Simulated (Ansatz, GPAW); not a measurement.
# A Pd chain with one Al atom in line: relaxation, then transmission at several levels

Aim: the conductance of a Pd chain with one Al atom in line after relaxation, and whether geometry, basis or functional moves it most.

Main program and level: GPAW 26.7.0 and Ansatz 0.2.0; Ansatz plane waves; relaxation of the junction with the lead ends held; PAW set soft_1, in the first sound run; inputs show where later runs differ.

**1. The structure**

The cell holds 17 atoms: 16 Pd and 1 Al. Cell: a = 9.000 Å, b = 9.000 Å, c = 42.294 Å, α = 90.0°, β = 90.0°, γ = 90.0°. Regions: left lead, 8 atoms (8 Pd); channel, 1 atom (1 Al); right lead, 8 atoms (8 Pd). Vacuum lies along a and b. The structure is stacked along c, and the current runs across the ab planes.

**2. Relaxation**

Transmission follows bond lengths closely, so the atoms between the held lead ends are relaxed first, from a slightly shaken start that lets symmetry break.

input.yaml reads:

```yaml
crystal:
  lattice:
    - [9.0, 0.0, 0.0]
    - [0.0, 9.0, 0.0]
    - [0.0, 0.0, 42.2938]
  atoms:
    - { symbol: Pd, position: [0.5, 0.5, 0.0295551594] }
    - { symbol: Pd, position: [0.5, 0.5, 0.0886654782] }
    - { symbol: Pd, position: [0.5, 0.5, 0.1477757969] }
    - { symbol: Pd, position: [0.5, 0.5, 0.2068861157] }
    - { symbol: Pd, position: [0.5, 0.5, 0.2659964345] }
    - { symbol: Pd, position: [0.5, 0.5, 0.3251067532] }
    - { symbol: Pd, position: [0.5036708748, 0.5011281043, 0.3838340573] }
    - { symbol: Pd, position: [0.4957991938, 0.4936845958, 0.4433406114] }
    - { symbol: Al, position: [0.4972981097, 0.4970928135, 0.4998425517] }
    - { symbol: Pd, position: [0.4998271799, 0.4924107239, 0.5573288377] }
    - { symbol: Pd, position: [0.493243848, 0.506198747, 0.616201832] }
    - { symbol: Pd, position: [0.5, 0.5, 0.6748932468] }
    - { symbol: Pd, position: [0.5, 0.5, 0.7340035655] }
    - { symbol: Pd, position: [0.5, 0.5, 0.7931138843] }
    - { symbol: Pd, position: [0.5, 0.5, 0.8522242031] }
    - { symbol: Pd, position: [0.5, 0.5, 0.9113345218] }
    - { symbol: Pd, position: [0.5, 0.5, 0.9704448406] }
kpoints:
  mp_grid: { grid: [1, 1, 2] }
hamiltonian:
  xc: pbe
  pseudopotentials: { kind: paw, azcp: { folder: soft_1 } }
scf:
  occupations: { method: fermi_dirac, width: 0.1 }
relax:
  f_tol: 0.03
  max_steps: 80
  constraints: [{ sites: [0, 1, 2, 3, 4, 5, 11, 12, 13, 14, 15, 16] }]
```

Command:

```sh
$ ansatz run input.yaml --threads 4 --pin off --max-ram 8192MiB --backend cpu --events-out ev --progress --plain --runs-dir out
```

Numbers of over 12 decimals in the logs are rounded to 6 here.

What it wrote:

```text
Engine: ansatz 0.2.0, x86_64-unknown-linux-gnu
Pseudopotentials: kind: paw
Pseudopotential: Pd, paw, valence charge 18, recommended cutoff 420 eV (normal), soft_1/Pd.paw.azcp
Pseudopotential: Al, paw, valence charge 3, recommended cutoff 420 eV (normal), soft_1/Al.paw.azcp
Functional definition: PBE
  parameter kappa = 0.804
  parameter beta = 0.066725
  exchange = pbe_x(kappa = kappa, mu = beta*pi^2/3)
  correlation = pbe_c(beta = beta)
Crystal: 17 atoms, lattice volume = 3425.798 Å³
Basis set: ecut = 420 eV, 66937 PW (Γ), exchange–correlation on 128×128×576 points (8 copies of the dense FFT grid, shifted against one another)
Bands: 175, of which v1, the nominal top of the filled ones, is band 146 counted from 1 (145 counted from 0)
Symmetry: 1 space group operations
Space group: P1 (ITA 1), of the structure as read, at distance tolerance 1.5e-4 Å
k-points: 2
Non-local potential: Pd, projectors of the file, l = 0: 2, l = 1: 2, l = 2: 2, l = 3: 1
Non-local potential: Al, projectors of the file, l = 0: 2, l = 1: 2, l = 2: 1
PAW form: soft (Blöchl's): semilocal exchange-correlation on the pseudo side does not see the compensation charge
PAW one-centre angular grid: Pd, 590 points (default); XC on 64 Gauss nodes
PAW one-centre angular grid: Al, 110 points (default); XC on 64 Gauss nodes
Initial density: superposition of atomic densities (neutral atoms: chi_scale 0, normalization atom)
Initial wavefunctions: pseudopotential atomic-orbital guess
Functional: x = pbe(κ = 0.804, μ = 0.219515), c = pbe(β = 0.066725)
SCF iter   1: F=—  HF=-112080.734478 eV  |F-HF|=—  |Δ(HF+E_count)|=         —  Δρ=4.62e-2  dr2=1.26e2  ethr=3.10e-3  ⟨swp⟩=11.0  Hψ=1716  notcnv=0
preconditioner: auto → LDOS  [metal: Δε(μ)=0.081 eV  Ē_g=2.998 eV  σ=0.100 eV  W_gap=0.20  n_scr=364 (ndim 8)  ℏωp=8.1 eV  f_vac=0.795  D(μ)=32.33/eV (n_scr^D=120)  β→1.0]
SCF iter   2: F=—  HF=-112070.120888 eV  |F-HF|=—  |Δ(HF+E_count)|=    1.06e1  Δρ=3.70e-2  dr2=4.11e1  ethr=3.10e-3  ⟨swp⟩=4.0  Hψ=973  notcnv=0
SCF iter   3: F=—  HF=-112064.729657 eV  |F-HF|=—  |Δ(HF+E_count)|=    5.39e0  Δρ=8.64e-3  dr2=4.94e0  ethr=3.10e-3  ⟨swp⟩=4.0  Hψ=760  notcnv=0  defer=15
SCF iter   4: F=—  HF=-112064.447640 eV  |F-HF|=—  |Δ(HF+E_count)|=   2.82e-1  Δρ=3.09e-3  dr2=8.14e-1  ethr=1.70e-3  ⟨swp⟩=2.0  Hψ=361  notcnv=0  defer=15
SCF iter   5: F=—  HF=-112064.484617 eV  |F-HF|=—  |Δ(HF+E_count)|=   3.70e-2  Δρ=1.52e-3  dr2=2.05e-1  ethr=2.80e-4  ⟨swp⟩=2.0  Hψ=542  notcnv=0  defer=15
SCF iter   6: F=—  HF=-112064.465869 eV  |F-HF|=—  |Δ(HF+E_count)|=   1.87e-2  Δρ=7.70e-4  dr2=3.42e-2  ethr=7.04e-5  ⟨swp⟩=4.0  Hψ=660  notcnv=0  defer=14
SCF iter   7: F=—  HF=-112064.466543 eV  |F-HF|=—  |Δ(HF+E_count)|=   6.74e-4  Δρ=4.37e-4  dr2=1.56e-2  ethr=1.17e-5  ⟨swp⟩=1.0  Hψ=332  notcnv=0  defer=14
SCF iter   8: F=—  HF=-112064.467651 eV  |F-HF|=—  |Δ(HF+E_count)|=   1.11e-3  Δρ=2.40e-4  dr2=3.74e-3  ethr=5.34e-6  ⟨swp⟩=1.0  Hψ=340  notcnv=0  defer=14
SCF iter   9: F=—  HF=-112064.467507 eV  |F-HF|=—  |Δ(HF+E_count)|=   1.44e-4  Δρ=7.42e-5  dr2=3.34e-4  ethr=1.29e-6  ⟨swp⟩=1.5  Hψ=450  notcnv=0  defer=14
SCF iter  10: F=—  HF=-112064.467598 eV  |F-HF|=—  |Δ(HF+E_count)|=   9.06e-5  Δρ=3.78e-5  dr2=8.31e-5  ethr=1.15e-7  ⟨swp⟩=2.5  Hψ=576  notcnv=0  defer=14
SCF iter  11: F=—  HF=-112064.467616 eV  |F-HF|=—  |Δ(HF+E_count)|=   1.85e-5  Δρ=2.20e-5  dr2=3.05e-5  ethr=7.73e-9  ⟨swp⟩=4.0  Hψ=1113  notcnv=0
SCF iter  12: F=-112064.467608 eV  HF=-112064.467617 eV  |F-HF|=9.02e-6  |Δ(HF+E_count)|=   6.49e-7  Δρ=1.43e-5  dr2=1.10e-5  ethr=7.73e-9  ⟨swp⟩=4.0  Hψ=980  notcnv=0
SCF 1 converged in 12 iterations: F = -112064.467608 eV  dr2 = 1.10e-5
  greatest PAW one-centre occupation: 1.000 electrons in one spin orbital (limit 2), on the Pd atom at site 6 (counted from 0), in its partial waves of l = 0
relax step   1: F+E_penalty+E_count = -112064.46760771 eV  Δ(F+E_penalty+E_count) = +0.000e0 eV  max|allowed force component| = 1.311e0 eV/Å  Δτ_max = 0.0000 Å  (12 SCF iters, dr2 threshold 2.25e-5 eV, accepted)
Initial density: handed on by an earlier stage of this run
Initial wavefunctions: those handed on with the density
iter 1 solved again at ethr=1.16e-4 eV; its pass at ethr=3.10e-3 eV (dr2=3.37e-1 eV) is discarded
SCF iter   1: F=—  HF=-112064.634781 eV  |F-HF|=—  |Δ(HF+E_count)|=         —  Δρ=2.28e-3  dr2=4.54e-1  ethr=1.16e-4  ⟨swp⟩=1.0  Hψ=1052  notcnv=0  defer=18
eigensolver tolerance schedule calibrated: the retry pair's looser diagonalisation under-reported the residual by θ = 0.26 (0.18/decade); ethr = c·dr2/N_el runs at the constant in force after the calibration composes with the one it found (an armed cap, an earlier calibration), c = 3.1e-2
preconditioner: auto → LDOS  [metal: Δε(μ)=0.012 eV  Ē_g=3.854 eV  σ=0.100 eV  W_gap=0.03  n_scr=364 (ndim 8)  ℏωp=8.1 eV  f_vac=0.781  D(μ)=49.18/eV (n_scr^D=248)  β→1.0]
SCF iter   2: F=—  HF=-112064.615831 eV  |F-HF|=—  |Δ(HF+E_count)|=   1.89e-2  Δρ=5.84e-4  dr2=1.95e-2  ethr=4.82e-5  ⟨swp⟩=2.0  Hψ=522  notcnv=0  defer=18
SCF iter   3: F=—  HF=-112064.618968 eV  |F-HF|=—  |Δ(HF+E_count)|=   3.14e-3  Δρ=4.80e-4  dr2=1.06e-2  ethr=2.07e-6  ⟨swp⟩=3.0  Hψ=612  notcnv=0  defer=18
SCF iter   4: F=—  HF=-112064.617448 eV  |F-HF|=—  |Δ(HF+E_count)|=   1.52e-3  Δρ=1.63e-4  dr2=1.81e-3  ethr=1.13e-6  ⟨swp⟩=2.0  Hψ=616  notcnv=0  defer=18
SCF iter   5: F=—  HF=-112064.617467 eV  |F-HF|=—  |Δ(HF+E_count)|=   1.92e-5  Δρ=8.94e-5  dr2=5.20e-4  ethr=1.93e-7  ⟨swp⟩=2.0  Hψ=574  notcnv=0  defer=18
SCF iter   6: F=-112064.617373 eV  HF=-112064.617447 eV  |F-HF|=7.46e-5  |Δ(HF+E_count)|=   1.94e-5  Δρ=3.31e-5  dr2=9.32e-5  ethr=1.06e-8  ⟨swp⟩=3.0  Hψ=1238  notcnv=0
SCF 2 converged in 6 iterations: F = -112064.617373 eV  dr2 = 9.32e-5
relax step   2: F+E_penalty+E_count = -112064.61737279 eV  Δ(F+E_penalty+E_count) = -1.498e-1 eV  max|allowed force component| = 5.836e-1 eV/Å  Δτ_max = 0.0904 Å  (6 SCF iters, dr2 threshold 1.00e-4 eV, accepted)
iter 1 solved again at ethr=2.04e-4 eV; its pass at ethr=3.10e-3 eV (dr2=5.93e-1 eV) is discarded
SCF iter   1: F=—  HF=-112064.785959 eV  |F-HF|=—  |Δ(HF+E_count)|=         —  Δρ=3.16e-3  dr2=3.16e-1  ethr=2.04e-4  ⟨swp⟩=1.0  Hψ=1141  notcnv=0  defer=18
preconditioner: auto → LDOS  [metal: Δε(μ)=0.044 eV  Ē_g=3.916 eV  σ=0.100 eV  W_gap=0.11  n_scr=364 (ndim 8)  ℏωp=8.1 eV  f_vac=0.781  D(μ)=49.98/eV (n_scr^D=264)  β→1.0]
SCF iter   2: F=—  HF=-112064.744538 eV  |F-HF|=—  |Δ(HF+E_count)|=   4.14e-2  Δρ=2.10e-3  dr2=2.12e-1  ethr=1.09e-4  ⟨swp⟩=3.5  Hψ=681  notcnv=0  defer=18
SCF iter   3: F=—  HF=-112064.688831 eV  |F-HF|=—  |Δ(HF+E_count)|=   5.57e-2  Δρ=3.50e-4  dr2=4.60e-3  ethr=7.30e-5  ⟨swp⟩=2.0  Hψ=608  notcnv=0  defer=18
SCF iter   4: F=—  HF=-112064.690325 eV  |F-HF|=—  |Δ(HF+E_count)|=   1.49e-3  Δρ=2.16e-4  dr2=2.60e-3  ethr=1.58e-6  ⟨swp⟩=2.0  Hψ=625  notcnv=0  defer=18
SCF iter   5: F=—  HF=-112064.690206 eV  |F-HF|=—  |Δ(HF+E_count)|=   1.19e-4  Δρ=6.80e-5  dr2=4.55e-4  ethr=8.93e-7  ⟨swp⟩=2.0  Hψ=456  notcnv=0  defer=18
SCF iter   6: F=—  HF=-112064.690289 eV  |F-HF|=—  |Δ(HF+E_count)|=   8.35e-5  Δρ=3.88e-5  dr2=8.18e-5  ethr=1.56e-7  ⟨swp⟩=2.0  Hψ=344  notcnv=0  defer=18
SCF iter   7: F=-112064.690276 eV  HF=-112064.690288 eV  |F-HF|=1.25e-5  |Δ(HF+E_count)|=   1.10e-6  Δρ=1.60e-5  dr2=1.46e-5  ethr=7.32e-9  ⟨swp⟩=4.5  Hψ=1110  notcnv=0
SCF 3 converged in 7 iterations: F = -112064.690276 eV  dr2 = 1.46e-5
relax step   3: F+E_penalty+E_count = -112064.69027577 eV  Δ(F+E_penalty+E_count) = -7.290e-2 eV  max|allowed force component| = 8.880e-2 eV/Å  Δτ_max = 0.2000 Å  (7 SCF iters, dr2 threshold 2.13e-5 eV, accepted)
[... from here on, the SCF cycles and remarks between the steps are left out ...]
relax step   4: F+E_penalty+E_count = -112064.72993360 eV  Δ(F+E_penalty+E_count) = -3.966e-2 eV  max|allowed force component| = 7.275e-2 eV/Å  Δτ_max = 0.1955 Å  (12 SCF iters, accepted)
relax step   5: F+E_penalty+E_count = -112064.73528973 eV  Δ(F+E_penalty+E_count) = -5.356e-3 eV  max|allowed force component| = 1.187e-2 eV/Å  Δτ_max = 0.1280 Å  (11 SCF iters, accepted)
relax step   6: F+E_penalty+E_count = -112064.73626651 eV  Δ(F+E_penalty+E_count) = -9.768e-4 eV  max|allowed force component| = 5.246e-2 eV/Å  Δτ_max = 0.0735 Å  (10 SCF iters, accepted)
relax step   7: F+E_penalty+E_count = -112064.73728336 eV  Δ(F+E_penalty+E_count) = -1.017e-3 eV  max|allowed force component| = 5.957e-2 eV/Å  Δτ_max = 0.0639 Å  (10 SCF iters, accepted)
relax step   8: F+E_penalty+E_count = -112064.73876472 eV  Δ(F+E_penalty+E_count) = -1.481e-3 eV  max|allowed force component| = 6.936e-2 eV/Å  Δτ_max = 0.1464 Å  (9 SCF iters, dr2 threshold 3.55e-6 eV, accepted)
relax step   9: F+E_penalty+E_count = -112064.74008016 eV  Δ(F+E_penalty+E_count) = -1.315e-3 eV  max|allowed force component| = 4.622e-2 eV/Å  Δτ_max = 0.0449 Å  (7 SCF iters, dr2 threshold 4.81e-6 eV, accepted)
relax step  10: F+E_penalty+E_count = -112064.74091960 eV  Δ(F+E_penalty+E_count) = -8.394e-4 eV  max|allowed force component| = 1.336e-2 eV/Å  Δτ_max = 0.0951 Å  (9 SCF iters, dr2 threshold 9.49e-7 eV, accepted)
relax step  11: F+E_penalty+E_count = -112064.74091984 eV  Δ(F+E_penalty+E_count) = -2.417e-7 eV  max|allowed force component| = 1.333e-2 eV/Å  Δτ_max = 0.0000 Å  (3 SCF iters, accepted)
SCF iter   1: F=—  HF=-112064.746645 eV  |F-HF|=—  |Δ(HF+E_count)|=         —  Δρ=8.22e-4  dr2=2.63e-2  ethr=1.26e-4  ⟨swp⟩=4.0  Hψ=698  notcnv=0  defer=18
preconditioner: auto → LDOS  [metal: Δε(μ)=0.012 eV  Ē_g=3.842 eV  σ=0.100 eV  W_gap=0.03  n_scr=364 (ndim 8)  ℏωp=8.1 eV  f_vac=0.780  D(μ)=50.05/eV (n_scr^D=264)  β→1.0]
SCF iter   2: F=—  HF=-112064.743786 eV  |F-HF|=—  |Δ(HF+E_count)|=   2.86e-3  Δρ=5.30e-4  dr2=1.65e-2  ethr=9.02e-6  ⟨swp⟩=3.0  Hψ=741  notcnv=0  defer=18
SCF iter   3: F=—  HF=-112064.739668 eV  |F-HF|=—  |Δ(HF+E_count)|=   4.12e-3  Δρ=7.34e-5  dr2=7.39e-4  ethr=5.68e-6  ⟨swp⟩=2.0  Hψ=575  notcnv=0  defer=18
SCF iter   4: F=—  HF=-112064.739724 eV  |F-HF|=—  |Δ(HF+E_count)|=   5.64e-5  Δρ=3.07e-5  dr2=1.22e-4  ethr=2.54e-7  ⟨swp⟩=2.0  Hψ=569  notcnv=0  defer=18
SCF iter   5: F=—  HF=-112064.739721 eV  |F-HF|=—  |Δ(HF+E_count)|=   2.97e-6  Δρ=2.41e-5  dr2=3.31e-5  ethr=4.21e-8  ⟨swp⟩=2.0  Hψ=503  notcnv=0  defer=18
SCF iter   6: F=—  HF=-112064.741099 eV  |F-HF|=—  |Δ(HF+E_count)|=   1.38e-3  Δρ=7.03e-6  dr2=3.61e-6  ethr=1.14e-8  ⟨swp⟩=2.0  Hψ=567  notcnv=0  defer=18
SCF iter   7: F=—  HF=-112064.741099 eV  |F-HF|=—  |Δ(HF+E_count)|=   1.94e-7  Δρ=4.30e-6  dr2=1.48e-6  ethr=1.24e-9  ⟨swp⟩=2.0  Hψ=450  notcnv=0  defer=18
SCF iter   8: F=—  HF=-112064.741099 eV  |F-HF|=—  |Δ(HF+E_count)|=   2.58e-8  Δρ=2.21e-6  dr2=3.57e-7  ethr=5.09e-10  ⟨swp⟩=2.0  Hψ=403  notcnv=0  defer=18
SCF iter   9: F=-112064.741099 eV  HF=-112064.741099 eV  |F-HF|=5.28e-8  |Δ(HF+E_count)|=   3.20e-9  Δρ=1.21e-6  dr2=9.71e-8  ethr=3.44e-11  ⟨swp⟩=4.0  Hψ=1096  notcnv=0
SCF 12 converged in 9 iterations: F = -112064.741099 eV  dr2 = 9.71e-8
relax step  12: F+E_penalty+E_count = -112064.74109874 eV  Δ(F+E_penalty+E_count) = -1.789e-4 eV  max|allowed force component| = 8.435e-3 eV/Å  Δτ_max = 0.0760 Å  (9 SCF iters, accepted)
SCF converged after 9 iterations
Free energy (F): -112064.741099 eV
Harris-Foulkes:  -112064.741099 eV  (|F-HF|=5.28e-8)
Internal energy: -112063.158151 eV  (E = F + TS)
E sigma→0 (E₀):  -112063.949625 eV
Entropy (-TS):   -1.582948 eV (-93.115 meV/atom)
Fermi energy:    -3.407246 eV
--- Per-component energies (eV) ---
  E_band       = -8535.941599
  E_kinetic    = 7231.834419
  E_local      = -102043.017419  (includes V_loc(G=0)·N_el)
  E_nonlocal   = 5986.189050
  E_hartree    = 44976.822531
  E_xc         = -2203.396891
  E_vxc        = -2758.598823  (∫ρ·V_xc dr)
  E_paw        = -61488.193903  (= ΣΔE_a)
  E_vpaw       = -6906.007048  (= ΣTr[D̂ρ^β])
  E_aug_tail   = 0.003765  (compensation charges beyond the density's cutoff)
  E_ewald      = -4523.399702
  E_smearing   = -1.582948  (= −TS)
  E_closure    = -0.000000  (closes the sum)
  Σ components = -112064.741099   (vs F -112064.741099, Δ=0.00e0)
--- Forces (eV/Å), atoms counted from 1 ---
  atom   1  Pd    -0.00000942     0.00000740    -0.00339595
  atom   2  Pd    -0.00050155     0.00032697    -0.00165470
  atom   3  Pd    -0.00093572     0.00058212     0.01331246
  atom   4  Pd     0.00077527    -0.00046169     0.04907277
  atom   5  Pd     0.00326410    -0.00199113    -0.00232746
  atom   6  Pd    -0.00440429     0.00268801     0.08502814
  atom   7  Pd    -0.00270534     0.00047514     0.00147675
  atom   8  Pd     0.00197391    -0.00128855    -0.00754002
  atom   9  Al     0.00294328     0.00055174     0.00173734
  atom  10  Pd    -0.00555456     0.00396680     0.00843498
  atom  11  Pd     0.00472649    -0.00363315    -0.00411154
  atom  12  Pd     0.01246553    -0.00960851    -0.08612534
  atom  13  Pd    -0.01212723     0.00854790    -0.01784582
  atom  14  Pd    -0.00049902     0.00028974    -0.02727627
  atom  15  Pd     0.00092480    -0.00067405    -0.01351097
  atom  16  Pd    -0.00044715     0.00032710     0.00241861
  atom  17  Pd     0.00009359    -0.00006878     0.00229363
  max |Σ_I F_I| component: 3.71e-5 eV/Å
--- Relaxed structure (12 steps of the walk, 12 accepted, 0 SCFs on fresh bases) ---
  F+E_penalty+E_count = -112064.74109874 eV   max|allowed force component| = 8.435e-3 eV/Å
  atoms:
    - { symbol: Pd, position: [0.5, 0.5, 0.029555] }
    - { symbol: Pd, position: [0.5, 0.5, 0.088665] }
    - { symbol: Pd, position: [0.5, 0.5, 0.147776] }
    - { symbol: Pd, position: [0.5, 0.5, 0.206886] }
    - { symbol: Pd, position: [0.5, 0.5, 0.265996] }
    - { symbol: Pd, position: [0.5, 0.5, 0.325107] }
    - { symbol: Pd, position: [0.516805, 0.489739, 0.385814] }
    - { symbol: Pd, position: [0.464701, 0.521657, 0.451123] }
    - { symbol: Al, position: [0.501080, 0.497331, 0.504592] }
    - { symbol: Pd, position: [0.556452, 0.457581, 0.556880] }
    - { symbol: Pd, position: [0.458413, 0.529706, 0.615614] }
    - { symbol: Pd, position: [0.5, 0.5, 0.674893] }
    - { symbol: Pd, position: [0.5, 0.5, 0.734004] }
    - { symbol: Pd, position: [0.5, 0.5, 0.793114] }
    - { symbol: Pd, position: [0.5, 0.5, 0.852224] }
    - { symbol: Pd, position: [0.5, 0.5, 0.911335] }
    - { symbol: Pd, position: [0.5, 0.5, 0.970445] }
```

Elapsed: 2.8 min, on 4 threads of Intel Xeon Platinum 8488C (Sapphire Rapids), shared host; peak memory 5.1 GiB.

Relaxation path:

| step | energy less that of the first step (eV) | largest force component (eV/Å) |
| --- | --- | --- |
| 1 | 0.0000 | 1.3110 |
| 2 | -0.1498 | 0.5836 |
| 3 | -0.2227 | 0.0888 |
| 4 | -0.2623 | 0.0728 |
| 5 | -0.2677 | 0.0119 |
| 6 | -0.2687 | 0.0525 |
| 7 | -0.2697 | 0.0596 |
| 8 | -0.2712 | 0.0694 |
| 9 | -0.2725 | 0.0462 |
| 10 | -0.2733 | 0.0134 |
| 11 | -0.2733 | 0.0133 |
| 12 | -0.2735 | 0.0084 |

The atoms that moved most (Å):

| atom | dx | dy | dz | length |
| --- | --- | --- | --- | --- |
| Pd10 | 0.510 | -0.313 | -0.019 | 0.599 |
| Pd8 | -0.280 | 0.252 | 0.329 | 0.500 |
| Pd11 | -0.313 | 0.212 | -0.025 | 0.379 |
| Al9 | 0.034 | 0.002 | 0.201 | 0.204 |
| Pd7 | 0.118 | -0.103 | 0.084 | 0.177 |

This step gave:

* free energy: -112064.7411 eV
* smearing term TS: 1.583 eV
* symmetry operations: 1

The relaxation lowered the energy of the cell by 0.273 eV.

(Continued in part 2 of 4.)

[Logs are printed without paths, hosts, clocks, repeated set-up lines and the standing remarks that a program may print on its own settings, such as how far it seeks lower states.]

[Hosts, paths, dates, database ids (printed as entryN), source tags and the programs' standing remarks are cut or masked in the printed files.]
